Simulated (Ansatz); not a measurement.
**Two structures of KBr under several functionals**

Plane-wave DFT in Ansatz with scalar-relativistic PAW potentials (420 eV, r2SCAN 500 eV). Each structure was relaxed within its symmetry at each level.
A. Pm-3m, 2 atoms in the computed cell, a = 4.043 Å; sites (symmetry × multiplicity) K m-3m × 1, Br m-3m × 1
B. Fm-3m, 2 atoms in the computed cell, a = 6.700 Å; sites (symmetry × multiplicity) K m-3m × 4, Br m-3m × 4
(cells at PBE)

Does the choice of functional change which is lower?

| level | E(B) − E(A) (meV/atom) | V(A) (Å³/atom) | V(B) (Å³/atom) |
| --- | --- | --- | --- |
| PBE | -73 | 33.06 | 37.59 |
| PBEsol | -48 | 30.42 | 35.12 |

No: at every level B is lower; the difference varies by 25 meV/atom between levels. Functionals that bind more strongly (LDA, PBEsol, a dispersion term) tend to favour the denser structure.